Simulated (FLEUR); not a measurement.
# Lu (P6_3/mmc) in FLEUR: a series of runs, part 2 of 2

FLEUR MaX-R8.1 (later development tree).

## (3) Equation of state, PBEsol, 27.73 Å³/atom (volume scaled by 0.94)

Input file inp.xml:

```xml
<?xml version="1.0" encoding="UTF-8" standalone="no"?>
<fleurInput fleurInputVersion="0.39">
   <comment>
      Lu                                                                                                  
   </comment>
   <calculationSetup>
      <cutoffs Kmax="4.1" Gmax="12.7" GmaxXC="12.7" numbands="0"/>
      <scfLoop itmax="60" minDistance="0.00001" maxIterBroyd="15" imix="Anderson" alpha="0.05" precondParam="0.0" spinf="2.0" sdNocoIR="T"/>
      <coreElectrons ctail="T" frcor="F" kcrel="0" coretail_lmax="0"/>
      <xcFunctional name="PBEs" relativisticCorrections="F"/>
      <magnetism jspins="1"/>
      <soc l_soc="F" theta="0.0" phi="0.0" spav="F"/>
      <expertModes spex="0" secvar="F"/>
      <geometryOptimization l_f="F" forcealpha="1.0" forcemix="BFGS" epsdisp="0.00001" epsforce="0.00001"/>
      <ldaU l_linMix="F" mixParam="0.05" spinf="1.0"/>
   </calculationSetup>
   <cell>
      <bzIntegration valenceElectrons="50.0" mode="hist" fermiSmearingEnergy="0.00183747">
         <kPointListSelection listName="default-1"/>
         <!-- k-points included here -->
         <xi:include xmlns:xi="http://www.w3.org/2001/XInclude" href="kpts.xml"> </xi:include>
      </bzIntegration>
      <!-- symmetry operations included here -->
      <xi:include xmlns:xi="http://www.w3.org/2001/XInclude" href="sym.xml"> </xi:include>
      <bulkLattice scale="0.9795861087">
         <bravaisMatrix>
            <row-1>    6.6198995870862598     0.0000000000000000     0.0000000000000000</row-1>
            <row-2>   -3.3099497935431299     5.7330012129239813     0.0000000000000000</row-2>
            <row-3>    0.0000000000000000     0.0000000000000000    10.4896807450421399</row-3>
         </bravaisMatrix>
      </bulkLattice>
   </cell>
   <atomSpecies>
      <species name="Lutetium (Lu)" element="Lu" atomicNumber="71">
         <mtSphere radius="2.66" gridPoints="879" logIncrement="0.015"/>
         <atomicCutoffs lmax="11" lnonsphr="8"/>
         <electronConfig flipSpins="F">
            <coreConfig>(1s1/2) (2s1/2) (2p1/2) (2p3/2) (3s1/2) (3p1/2) (3p3/2) (4s1/2) (3d3/2) (3d5/2) (4p1/2) (4p3/2) (4d3/2) (4d5/2)</coreConfig>
            <valenceConfig>(5s1/2) (5p1/2) (5p3/2) (6s1/2) (4f5/2) (4f7/2) (5d3/2) (5d5/2)</valenceConfig>
            <stateOccupation state="(5d3/2)" spinUp="0.200000" spinDown="0.200000"/>
            <stateOccupation state="(5d5/2)" spinUp="0.300000" spinDown="0.300000"/>
         </electronConfig>
         <energyParameters s="6" p="6" d="5" f="4"/>
         <lo type="SCLO" l="0" n="5" eDeriv="0"/>
         <lo type="SCLO" l="1" n="5" eDeriv="0"/>
         <lo type="SCLO" l="2" n="5" eDeriv="2"/>
         <lo type="SCLO" l="3" n="4" eDeriv="2"/>
      </species>
   </atomSpecies>
   <atomGroups>
      <atomGroup species="Lutetium (Lu)">
         <relPos label="                   1">-1.000/3.000 1.000/3.000 -1.000/4.000</relPos>
         <relPos label="                   2">1.000/3.000 -1.000/3.000 1.000/4.000</relPos>
         <force calculate="T" relaxXYZ="TTT"/>
      </atomGroup>
   </atomGroups>
   <output dos="F" band="F" slice="F">
      <checks vchk="F" cdinf="F"/>
      <bandDOS minEnergy="-.5*Htr" maxEnergy="0.5*Htr" sigma="0.015" storeEVData="T"/>
      <vacuumDOS vacdos="F" integ="F" star="F" nstars="0" locx1="0.0" locy1="0.0" locx2="0.0" locy2="0.0" nstm="0" tworkf="0.0"/>
      <unfoldingBand unfoldBand="F" supercellX="1" supercellY="1" supercellZ="1"/>
      <plotting iplot="0" polar="F">
         <plot TwoD="T" vec1="  1.0  0.0  0.0" vec2="  0.0  1.0  0.0" vec3="  0.0  0.0  1.0" zero="  0.0  0.0  0.0" file="plot"/>
      </plotting>
      <chargeDensitySlicing numkpt="0" minEigenval="0.0" maxEigenval="0.0" nnne="0" pallst="F"/>
      <specialOutput eonly="F"/>
      <moessbauerParams electricFieldGradient="T" isomerShift="T" coreHyperfine="T" valenceHyperfine="T"/>
      <magneticCircularDichroism mcd="F" energyLo="-10.0" energyUp="0.0"/>
   </output>
  <!-- We include the file relax.xml here to enable relaxations (see documentation) -->
  <xi:include xmlns:xi="http://www.w3.org/2001/XInclude" href="relax.xml"> <xi:fallback/> </xi:include>
</fleurInput>
```

Potentials or basis: all-electron, FLAPW.

The run is started by

```bash
> inpgen -f crystal.txt -profile fastHighL
> # inp.xml edited to the form shown
> fleur_MPI
```

Output:

```text
Welcome to FLEUR        (www.flapw.de)
      MaX-Release 8.1          (www.max-centre.eu)

 ========== k-point set info ==========
 Selected k-point list: default-1
 k-point list type: mesh
 9 x 9 x 5
 Number of k points: 36

 ------------Calculation Setup---------------------------
 Number of MPI-tasks      :            1
 Number of PE/node        :            1
 Number of OMP-threads    :            1
 Most efficient MPI parallelization for:
           1           2           3           4           6           9          12          18          36
 Additional eigenvalue parallelization possible
 Number of basis functions:          508
 Approximate size of matrices (H+S) per k-point:         0.004 GB
 --------------------------------------------------------
 Iteration:     1   Distance:       7.54977470 me/bohr^3
 Iteration:     2   Distance:       6.54568664 me/bohr^3
 Iteration:     3   Distance:       3.81560549 me/bohr^3
 Iteration:     4   Distance:       1.32202491 me/bohr^3
 Iteration:     5   Distance:       1.11736607 me/bohr^3
 Iteration:     6   Distance:       0.39448645 me/bohr^3
 Iteration:     7   Distance:       0.36402958 me/bohr^3
 Iteration:     8   Distance:       0.01607403 me/bohr^3
 Iteration:     9   Distance:       0.00375948 me/bohr^3
 Iteration:    10   Distance:       0.00092420 me/bohr^3
 Iteration:    11   Distance:       0.00013101 me/bohr^3
 Iteration:    12   Distance:       0.00038190 me/bohr^3
 Iteration:    13   Distance:       0.00003808 me/bohr^3
 Iteration:    14   Distance:       0.00000416 me/bohr^3

 ********************************************************************
 Run finished successfully
 Stop message:
   all done
 ********************************************************************
```

out.xml (last iteration):

```text
<iteration numberForCurrentRun="   14" overallNumber="   14">
         <energyParameters units="Htr">
            <atomicEP atomType="1" spin="1" branch="6s" branchLowest="-1.73" branchHighest="1.88" value="0.2144817073"/>
            <atomicEP atomType="1" spin="1" branch="6p" branchLowest="-0.59" branchHighest="2.71" value="0.3468323687"/>
            <atomicEP atomType="1" spin="1" branch="5d" branchLowest="-6.54" branchHighest="0.89" value="0.3618327578"/>
            <atomicEP atomType="1" spin="1" branch="4f" branchLowest="-9.99" branchHighest="0.14" value="0.1583811283"/>
            <loAtomicEP atomType="1" spin="1" branch="5s" branchLowest="-17.31" branchHighest="-1.73" value="-1.7465706981"/>
            <loAtomicEP atomType="1" spin="1" branch="5p" branchLowest="-12.63" branchHighest="-0.59" value="-0.6853395619"/>
            <loAtomicEP atomType="1" spin="1" branch="5d" branchLowest="-6.54" branchHighest="0.89" value="0.3592972129"/>
            <loAtomicEP atomType="1" spin="1" branch="4f" branchLowest="-9.99" branchHighest="0.14" value="0.1397141626"/>
         </energyParameters>
         <eigenvalues>
            <eigenvaluesAt spin="1" ikpt="1" k_x="0.00000000" k_y="0.00000000" k_z="0.00000000">
                      -1.7478854164       -1.7463241532       -0.6820135218       -0.6632562659       -0.6632562659
                      -0.6598490876       -0.6598490876       -0.6588829558        0.0846841585        0.1323666465
                       0.1326122116        0.1329654748        0.1340737142        0.1340737142        0.1343824392
                       0.1343824392        0.1347783961        0.1347783961        0.1350574291        0.1361744448
                       0.1361744448        0.1369657646        0.1371257984        0.2178905575        0.3384061581
                       0.3935456919        0.3935456919        0.4043945575        0.4210230378        0.4210230378
                       0.4445791128        0.4445791128        0.5317153372        0.5317153372        0.6173338721
                       0.6917592731        0.7576256722        0.8048950791        0.8821190055
            </eigenvaluesAt>
            <eigenvaluesAt spin="1" ikpt="2" k_x="0.00000000" k_y="0.00000000" k_z="0.20000000">
                      -1.7477369184       -1.7464738166       -0.6799241030       -0.6629330215       -0.6629330215
                      -0.6612222141       -0.6601766171       -0.6601766171        0.0958920949        0.1320594379
                       0.1327333421        0.1331754810        0.1335641802        0.1335641802        0.1343016210
                       0.1343016210        0.1349468610        0.1351669597        0.1351669597        0.1364582878
                       0.1364582878        0.1369866358        0.1371122170        0.2051299051        0.3351350772
                       0.3887864198        0.3887864198        0.3931180550        0.4120105645        0.4120105645
[... 8 lines left out ...]
                       0.1365433579        0.1370243592        0.1370726644        0.1690744943        0.3431307552
                       0.3671671687        0.3873930102        0.3873930102        0.3964296156        0.3964296156
                       0.4970682648        0.4970682648        0.5277818384        0.5277818384        0.6780242129
                       0.7083459223        0.7380199998        0.8239500297        0.8239500297
            </eigenvaluesAt>
            <eigenvaluesAt spin="1" ikpt="4" k_x="0.00000000" k_y="0.11111111" k_z="0.00000000">
                      -1.7477511194       -1.7462734316       -0.6811627784       -0.6650298674       -0.6638470179
                      -0.6617127841       -0.6600977209       -0.6592733838        0.0961239369        0.1324624335
                       0.1329046428        0.1332444670        0.1338812664        0.1340892487        0.1342360050
                       0.1342990678        0.1348569709        0.1349036599        0.1352605119        0.1359451969
                       0.1360384439        0.1366525249        0.1368616002        0.2296635066        0.3296696924
                       0.3689927870        0.4047117966        0.4062908882        0.4223649636        0.4288060586
                       0.4317473343        0.4334051629        0.5406864767        0.5543675985        0.6204223666
                       0.7219214077        0.7748981385        0.8198209512        0.8327344273
            </eigenvaluesAt>
         </eigenvalues>
         <bandgap value="0.0148807996" units="eV"/>
         <sumValenceSingleParticleEnergies value="-9.7524253377" units="Htr"/>
         <FermiEnergy value="0.3114006689" units="Htr"/>
         <valenceDensity>
            <mtCharges spin="1">
               <mtCharge atomType="1" total="23.0138398" s="2.3136072" p="6.0229018" d="0.7474280" f="13.9290604"/>
            </mtCharges>
            <spinDependentCharge spin="1" total="50.0000000" interstitial="3.9723205" mtSpheres="46.0276795"/>
            <totalCharge value="50.0000000000"/>
         </valenceDensity>
         <coreStates atomType="     1" atomicNumber=" 71" spin="1" kinEnergy="  15756.3121758538" eigValSum="  -8903.7559392909" lostElectrons=" 0.000002">
            <state n="1" l="0" j="0.5" energy="-2319.8969633180" weight="1.0000000000"/>
            <state n="2" l="0" j="0.5" energy="-394.2664851913" weight="1.0000000000"/>
            <state n="2" l="1" j="0.5" energy="-376.2924828028" weight="1.0000000000"/>
            <state n="2" l="1" j="1.5" energy="-335.2445748656" weight="2.0000000000"/>
            <state n="3" l="0" j="0.5" energy="-88.9646841818" weight="1.0000000000"/>
            <state n="3" l="1" j="0.5" energy="-81.0175837255" weight="1.0000000000"/>
            <state n="3" l="1" j="1.5" energy="-72.2631731921" weight="2.0000000000"/>
            <state n="4" l="0" j="0.5" energy="-17.3099089931" weight="1.0000000000"/>
            <state n="3" l="2" j="1.5" energy="-58.7760517918" weight="2.0000000000"/>
            <state n="3" l="2" j="2.5" energy="-56.8642881691" weight="3.0000000000"/>
            <state n="4" l="1" j="0.5" energy="-14.0759191082" weight="1.0000000000"/>
            <state n="4" l="1" j="1.5" energy="-12.0805851945" weight="2.0000000000"/>
            <state n="4" l="2" j="1.5" energy="-6.7650455671" weight="2.0000000000"/>
            <state n="4" l="2" j="2.5" energy="-6.4007388650" weight="3.0000000000"/>
         </coreStates>
         <allElectronCharges>
            <spinDependentCharge spin="1" total="142.0000000" interstitial="3.9723241" mtSpheres="138.0276759"/>
            <totalCharge value="141.9999999982"/>
         </allElectronCharges>
         <moessbauerParams unitsHFF="kG" unitsIS="e/bohr^3" unitsEFG="Htr/bohr^2">
            <coreIsomerShift atomType="1" isTotal="1177920.48169">
               <shell n="1" l="0" isomerShift="991584.98368"/>
               <shell n="2" l="0" isomerShift="138220.41045"/>
               <shell n="2" l="1" isomerShift="7608.35711"/>
               <shell n="3" l="0" isomerShift="30686.08345"/>
               <shell n="3" l="1" isomerShift="1882.71191"/>
               <shell n="4" l="0" isomerShift="7490.46532"/>
               <shell n="3" l="2" isomerShift="0.00070"/>
               <shell n="4" l="1" isomerShift="447.46890"/>
               <shell n="4" l="2" isomerShift="0.00017"/>
            </coreIsomerShift>
            <isomerShift atomType="1" nucleusRadius="0.0001321" averageDensity="1179193.73199"/>
            <electricFieldGradient atomType="1" VXX="-0.34463" VYY="-0.34463" VZZ="0.68927" asymParam="0.00000">
            </electricFieldGradient>
         </moessbauerParams>
         <totalEnergy                                    value="   -29153.3824512467" units="Htr">
            <sumOfEigenvalues                            value="   -17817.2643039195">
               <coreElectrons value="-17807.5118785818"/>
               <valenceElectrons value="-9.7524253377"/>
            </sumOfEigenvalues>
            <densityCoulombPotentialIntegral value="-49532.4073771649"/>
            <densityEffectivePotentialIntegral value="-50316.7045698618"/>
            <chargeDenXCDenIntegral value="-595.5903634699"/>
            <FockExchangeEnergyValence value="0.0000000000"/>
            <FockExchangeEnergyCore value="0.0000000000"/>
            <atomTypeDependentContributions atomType="1">
               <electronNucleiInteractionDifferentMTs value="36220.5920357326"/>
               <MadelungTerm value="-70.4366294040"/>
            </atomTypeDependentContributions>
            <tkbTimesEntropy value="0.0010611449"/>
            <freeEnergy value="-29153.3835123916"/>
            <extrapolationTo0K value="-29153.3829818192"/>
         </totalEnergy>
         <densityConvergence units="me/bohr^3">
            <chargeDensity spin="1" distance="0.0000041644"/>
         </densityConvergence>
      </iteration>
```

It took 42 s on 1 thread of Arm Neoverse V1, shared host; peak memory 0.08 GiB.

Results:

| Quantity | Value |
| --- | --- |
| Free energy | -793303.9791 eV |
| Band gap on the k mesh | none (metal or under the smearing width) |
| Valence electrons inside the program's atomic spheres | Lu 23.01 (radii Lu 2.66 bohr) |

## (4) Equation of state, PBEsol, 28.32 Å³/atom (volume scaled by 0.96)

Changes to inp.xml since step 3:

```diff
@@ -24,3 +24,3 @@
       <xi:include xmlns:xi="http://www.w3.org/2001/XInclude" href="sym.xml"> </xi:include>
-      <bulkLattice scale="0.9795861087">
+      <bulkLattice scale="0.9864848297">
          <bravaisMatrix>
```

The run is started by

```bash
> inpgen -f crystal.txt -profile fastHighL
> # inp.xml edited to the form shown
> fleur_MPI
```

Run time: 44 s. Hardware: 1 thread of Arm Neoverse V1, shared host; peak memory 0.09 GiB.

The run converged. Its results:

| Item | Value |
| --- | --- |
| Free energy | -793303.9729 eV |
| Band gap on the k mesh | none (metal or under the smearing width) |
| Valence electrons inside the program's atomic spheres | Lu 22.99 (radii Lu 2.66 bohr) |

## (5) Equation of state, PBEsol, 29.50 Å³/atom

Changes to inp.xml since step 4:

```diff
@@ -24,3 +24,3 @@
       <xi:include xmlns:xi="http://www.w3.org/2001/XInclude" href="sym.xml"> </xi:include>
-      <bulkLattice scale="0.9864848297">
+      <bulkLattice scale="1.0000000000">
          <bravaisMatrix>
```

The run is started by

```bash
> inpgen -f crystal.txt -profile fastHighL
> # inp.xml edited to the form shown
> fleur_MPI
```

Wall time 47 s (1 thread of Arm Neoverse V1, shared host); peak memory 0.09 GiB.

Results (log left out):

```
Free energy                                           : -793303.9402 eV
Band gap on the k mesh                                : none (metal or under the smearing width)
Valence electrons inside the program's atomic spheres : Lu 22.95 (radii Lu 2.66 bohr)
```

## (6) Equation of state, PBEsol, 30.68 Å³/atom (volume scaled by 1.04)

Changes to inp.xml since step 5:

```diff
@@ -24,3 +24,3 @@
       <xi:include xmlns:xi="http://www.w3.org/2001/XInclude" href="sym.xml"> </xi:include>
-      <bulkLattice scale="1.0000000000">
+      <bulkLattice scale="1.0131594038">
          <bravaisMatrix>
```

Potentials or basis: all-electron, FLAPW.

The run is started by

```bash
> inpgen -f crystal.txt -profile fastHighL
> # inp.xml edited to the form shown
> fleur_MPI
```

Run time: 50 s. Hardware: 1 thread of Arm Neoverse V1, shared host; peak memory 0.09 GiB.

It converged, with:

```yaml
Free_energy: -793303.8847 eV
Band_gap_on_the_k_mesh: none (metal or under the smearing width)
Valence_electrons_inside_the_program's_atomic_spheres: Lu 22.91 (radii Lu 2.66 bohr)
```

## (7) Equation of state, PBEsol, 31.27 Å³/atom (volume scaled by 1.06)

Changes to inp.xml since step 6:

```diff
@@ -24,3 +24,3 @@
       <xi:include xmlns:xi="http://www.w3.org/2001/XInclude" href="sym.xml"> </xi:include>
-      <bulkLattice scale="1.0131594038">
+      <bulkLattice scale="1.0196128224">
          <bravaisMatrix>
```

The run is started by

```bash
> inpgen -f crystal.txt -profile fastHighL
> # inp.xml edited to the form shown
> fleur_MPI
```

Wall time 51 s (1 thread of Arm Neoverse V1, shared host); peak memory 0.09 GiB.

It converged, with:

```yaml
Free_energy: -793303.8494 eV
Band_gap_on_the_k_mesh: none (metal or under the smearing width)
Valence_electrons_inside_the_program's_atomic_spheres: Lu 22.90 (radii Lu 2.66 bohr)
```

## (8) Equation of state, PBEsol

Potentials or basis: all-electron, FLAPW.

No new run: the results of the series are fitted here.

What came out:

```yaml
Equilibrium_volume: "27.53 Å³/atom (rough: see the caveat)"
Bulk_modulus_at_fixed_shape_and_positions: 49 GPa (rough)
```

Energy against volume, from the lowest point:
| volume (Å³/atom) | energy (meV/atom) |
| --- | --- |
| 27.727 | 0.00 |
| 28.317 | 3.12 |
| 29.496 | 19.46 |
| 30.676 | 47.24 |
| 31.266 | 64.86 |

Caveat: the minimum lies outside the volumes run; the cell was scaled at fixed shape and fractional positions, which overstates the stiffness of a crystal with free parameters, most of all of layers and chains. The run has no spin-orbit coupling, so splittings on Lu are missing.
